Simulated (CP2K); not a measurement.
WS2 (Tungstenite):

```
W S
1.0
     3.18000    0.00000    0.00000
    -1.59000    2.75396    0.00000
     0.00000    0.00000   12.50000
W S
2 4
Direct
  0.66667 0.33333 0.75000
  0.33333 0.66667 0.25000
  0.66667 0.33333 0.37500
  0.33333 0.66667 0.87500
  0.66667 0.33333 0.12500
  0.33333 0.66667 0.62500
```

Base run:

* Program: CP2K 2026.2
* Functional: PBE
* Potentials or basis: GTH_POTENTIALS W GTH-PBE-q14, S GTH-PBE-q6; DZVP-MOLOPT-SR-GTH basis
* Density cutoff: 6123 eV
* k mesh: 7 × 7 × 2
* Occupations: fermi-dirac, width 0.05 eV
* Spin: no spin polarisation
* Hubbard terms: W d U = 2.0 eV

Its results: band gap on the k mesh 1.16 eV, indirect (least direct gap 2.19 eV); largest force 0.075 eV/Å.

Q: The run is repeated on the same cell with these changes: hubbard terms from W d U = 2.0 eV to W d U = 4.0 eV. What comes out?

A: Band gap on the k mesh 1.03 eV, indirect (least direct gap 2.03 eV); largest force 0.072 eV/Å.

Caveats: this program's U acts on Mulliken populations of all basis functions of the shell, so it isn't the U of plane-wave codes; energies scatter by some meV and the pressure isn't listed; spin-orbit coupling is left out, which moves the levels of the heavy elements; an odd mesh through Γ misses points on the zone boundary, where band edges often lie; the basis of atomic orbitals isn't converged, which shifts pressures, moduli and gaps.
